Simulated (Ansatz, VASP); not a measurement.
**Two plane-wave programs on Cu**

File INCAR:

```
SYSTEM = Cu
ALGO = Normal ; EDIFF = 1E-6
EDIFFG = -0.01 ; ENCUT = 600
GGA = RE ; IBRION = 2
ISIF = 3 ; ISMEAR = -1
LASPH = .True. ; LCHARG = .False.
LREAL = .False. ; LWAVE = .False.
NELM = 80 ; NSW = 80
PREC = Accurate ; SIGMA = 0.1
```

The input KPOINTS:

```
k-points
0
Gamma
  11 11 11
  0 0 0
```

The input POSCAR:

```
Cu
1.0
    0.0000000000      2.5168736955      2.5168736955
    2.5168736955      0.0000000000      2.5168736955
    2.5168736955      2.5168736955      0.0000000000
Cu
2
Direct
    0.1250000000      0.1250000000      0.1250000000
    0.8750000000      0.8750000000      0.8750000000
```

Input for Ansatz:

```yaml
crystal:
  lattice:
    - [0.0, 2.5168736955, 2.5168736955]
    - [2.5168736955, 0.0, 2.5168736955]
    - [2.5168736955, 2.5168736955, 0.0]
  atoms:
    - { symbol: Cu, position: [0.125, 0.125, 0.125] }
    - { symbol: Cu, position: [0.875, 0.875, 0.875] }
hamiltonian:
  xc: revpbe
  pseudopotentials:
    kind: paw
    azcp:
      Cu: "pseudopotentials/Cu.paw.azcp"
basis:
  ecutwfc: 420
  fft_grid_basis: typed
kpoints:
  mp_grid: { grid: [11, 11, 11], shift: [0, 0, 0] }
magnetization:
  spin_polarized: false
scf:
  occupations: { method: fermi_dirac, width: 0.1 }
relax:
  max_steps: 60
  f_tol: 0.01
  cell: {}
```

The cell was built by a generator and needn't be a form met in nature.

Alike in both runs: task relaxation of cell and atoms; functional revPBE; k mesh 11 × 11 × 11; occupations fermi-dirac, width 0.1 eV; no spin polarisation.

```csv
,VASP,Ansatz
version,VASP 6.6.1,Ansatz 0.2.0
potentials or method,"VASP PAW PBE potentials, release 64 (Cu)","plane waves (420 eV) with PAW, scalar-relativistic"
plane-wave cutoff (eV),600,420
valence electrons in the cell,22,38
```

|  | VASP | Ansatz | Ansatz less VASP |
| --- | --- | --- | --- |
| relaxed volume (Å³/atom) | 19.97 | 19.88 | -0.087 |
| relaxed cell length with the largest relative difference (Å) | 3.837 | 3.831 | -0.0056 |
| energy change over the relaxation (meV/atom) | -190 | -181 | +8.8 |

The two sets of potentials don't hold the same shells in valence.

Caveats: the volume moved by over 15 % at a fixed basis, so the end points are rough (VASP); the PAW data sets were made with another functional, which shifts forces and pressure a little (VASP).
